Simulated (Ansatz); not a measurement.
The calculation used DFT PBE, scalar-relativistic, plane waves, PAW in Ansatz 0.2.0. Settings: cutoff 420 eV, Γ-centred meshes spaced at most about 0.3 Å⁻¹, and about 0.25 Å⁻¹ or finer for metals (2π included), Gaussian smearing. No spin polarisation in the final relaxations.

All energies are static (0 K, no zero-point motion). All come from trial cells, and lower structures may exist.

Problem. Order these relaxed structures of C by energy, lowest first, with the energy over the lowest of them.
1.

```
CELL_PARAMETERS angstrom
4.91929 0.00000 0.00000
-2.45965 4.26023 0.00000
0.00000 0.00000 3.43705
ATOMIC_POSITIONS crystal
C 0.28934 0.00000 0.00000
C 0.00000 0.28934 0.66667
C 0.71066 0.71066 0.33333
C 0.71066 0.00000 0.50000
C 0.00000 0.71066 0.16667
C 0.28934 0.28934 0.83333
C 0.40881 0.81762 0.75000
C 0.18238 0.59119 0.41667
C 0.40881 0.59119 0.08333
C 0.59119 0.18238 0.25000
C 0.81762 0.40881 0.91667
C 0.59119 0.40881 0.58333
```

2.

```
CELL_PARAMETERS angstrom
2.51147 0.00000 0.00000
-1.25574 2.17500 0.00000
0.00000 0.00000 4.18039
ATOMIC_POSITIONS crystal
C 0.33333 0.66667 0.06273
C 0.66667 0.33333 0.56273
C 0.66667 0.33333 0.93727
C 0.33333 0.66667 0.43727
```

3.

```
CELL_PARAMETERS angstrom
1.88037 -4.56957 0.00000
1.88037 4.56957 0.00000
-1.35661 0.00000 2.22397
ATOMIC_POSITIONS crystal
C 0.68440 0.03262 0.13377
C 0.57321 0.42679 0.00000
C 0.42679 0.57321 0.00000
C 0.31560 0.96738 0.86623
C 0.96738 0.31560 0.86623
C 0.03262 0.68440 0.13377
```

Solution. 2 (0 meV/atom), 1 (363 meV/atom), 3 (449 meV/atom). Forms: 2 lonsdaleite type, P6_3/mmc; 1 P6_522; 3 C2/m. Counting all near atoms (those within 1.25 times the shortest such distance or 1.15 times the sum of covalent radii; a plus sign parts nearer from farther groups; a slash parts the counts of unlike sites): cell 2 has C 4; cell 1 has C 4; cell 3 has C 1+2/4.

Cells relaxed within their symmetry can be saddle points. The part of the Crystallography Open Database at hand lists C in space groups No. 58, 69, 71, 141, 166 and others; sharing a group (P6_3/mmc) doesn't make a cell the listed structure. Some types were kept out of the candidates beforehand, so the set may lack a known form.
